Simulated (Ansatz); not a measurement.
# A series in volume per atom on TePb

All results are calculated (Ansatz 0.2.0). Periodic Kohn-Sham DFT of a crystal at fixed atoms; Kohn-Sham levels at symmetry points; band -1 is the highest filled and +1 the lowest empty one at that point, spin up along a +z start moment.

Cell of the first row (space group Fm-3m, No. 225):
```
TePb
1.0
      0.0000     3.1611     3.1611
      3.1611     0.0000     3.1611
      3.1611     3.1611     0.0000
Te Pb
1 1
Direct
  0.50000 0.50000 0.50000
  0.00000 0.00000 0.00000
```

Settings of every row: method all-electron LAPW; functional PBEsol; relativity scalar; k mesh 10x10x10; filling fermi-dirac; smearing width 0.03 eV; basis error target 0.5 meV/atom; nucleus gaussian.

Atom start moment: 0 on all atoms.

Limits: no spin-orbit coupling on heavy atoms; semilocal functionals narrow a gap, while the missing spin-orbit coupling can widen it by more in compounds of such heavy elements, so these gaps are no guide to the real ones.

```
row  volume per atom (Å³)  smallest direct gap on path (eV)  band gap (eV)
  1                31.588                                 ?              ?
  2                 32.26                             0.562          0.562
  3                32.932                              0.61           0.61
  4                33.268                             0.633          0.633
  5                33.604                             0.655          0.655
  6                33.941                             0.676          0.676
  7                34.277                             0.697          0.697
  8                34.949                             0.735          0.735
  9                35.621                              0.77           0.77
```

Question: what smallest direct gap on path should row 1 give?

Worked fit of smallest direct gap on path. Take t = volume per atom − 34, in Å³. The shown rows have t = -1.74, -1.068, -0.732, -0.396, -0.059, 0.277, 0.949, 1.621. Least squares give smallest direct gap on path = 0.6799 + 0.06149 × t − 0.00363 × t² eV; a straight line predicts inner rows, each left out in turn, worse (root mean square 0.0031 against 0.00024 eV). All shown rows lie on it to the printed digit. The withheld row has t = -2.412, so the fit gives 0.6799 + 0.06149 × (-2.412) − 0.00363 × (-2.412)² = 0.510 eV.

The calculation gave 0.509 eV. The fit lies 0.001 eV (0.38 % of the column's range) above it, one unit of the last digit. This row lies beyond the range of the fit.

The other values of row 1: band gap 0.509 eV.
